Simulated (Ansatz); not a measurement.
**CdS (Hawleyite) in Ansatz: the effect of exact exchange**

CdS (Hawleyite):

```
Cd S
1.0
     0.00000    2.91650    2.91650
     2.91650    0.00000    2.91650
     2.91650    2.91650    0.00000
Cd S
1 1
Direct
  0.00000 0.00000 0.00000
  0.75000 0.75000 0.75000
```

Alike in all runs:

| Property | Result |
| --- | --- |
| Program | Ansatz 0.2.0 |
| Task | single point |
| Functional | HSE06 form with a typed share of exact exchange |
| Potentials or basis | Ansatz PAW |
| Cutoff | 420 eV (not typed: the program's choice for these potentials) |
| k mesh | 4 × 4 × 4 |
| Occupations | fermi-dirac, width 0.05 eV |
| Spin | no spin polarisation |

Problem. One run gave: gap on the mesh 2.42 eV; pressure 1.6 GPa. Which exact exchange did it use?
A. 0.15
B. 0.1
C. 0.3
D. 0.4
E. 0.5

Solution. C.

```csv
exact exchange,gap on the mesh (eV),pressure (GPa)
0.05,1.34,2.8
0.1,1.55,2.5
0.15,1.76,2.3
0.2,1.98,2.1
0.25,2.20,1.8
0.3,2.42,1.6
0.4,2.88,1.3
0.5,3.35,0.9
```

Caveats: all runs use coarse meshes; the PAW data sets come from PBE, with cores solved anew for the run's functional, which leaves a small shift of forces and pressure; the thresholds are loose for stress.

